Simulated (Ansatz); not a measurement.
Rh: relaxation of cell and atoms with LDA

Rh:

```
Rh
1.0
     0.00000    1.89785    1.89785
     1.89785    0.00000    1.89785
     1.89785    1.89785    0.00000
Rh
1
Direct
  0.00000 0.00000 0.00000
```

* Program: Ansatz 0.2.0
* Task: relaxation of cell and atoms
* Functional: LDA
* Potentials or basis: all-electron LAPW, scalar-relativistic
* Basis error allowed: 0.001 eV/atom
* k mesh: 12 × 12 × 12
* Occupations: fermi-dirac, width 0.05 eV
* Spin: no spin polarisation

- Relaxed volume: 13.22 Å³/atom
- Relaxed cell: a = 2.654 Å, b = 2.654 Å, c = 2.654 Å, α = 60.00°, β = 60.00°, γ = 60.00°
- Space group after relaxing (to 0.05 Å): Fm-3m (No. 225)
- Energy gained by relaxing: 14.5 meV/atom
- Ionic steps: 5
- Pressure after relaxing: 0.0 GPa

Step by step:
| step | energy change (eV) | largest force (eV/Å) | volume (Å³) |
| --- | --- | --- | --- |
| 1 | 0.0000 | 0.0000 | 13.67 |
| 2 | -0.0022 | 0.0000 | 12.83 |
| 3 | -0.0144 | 0.0000 | 13.25 |
| 4 | -0.0145 | 0.0000 | 13.22 |
| 5 | -0.0145 | 0.0000 | 13.22 |

Final structure:
```
Rh
1.0
     0.00000    1.87669    1.87669
     1.87669    0.00000    1.87669
     1.87669    1.87669    0.00000
Rh
1
Direct
  0.00000 0.00000 0.00000
```

Wall time 19 s on 1 thread of Arm Neoverse V1 (shared host), peak memory 0.28 GiB.

LDA usually gives volumes a few per cent too small. Zero-point motion and thermal expansion aren't in these numbers.
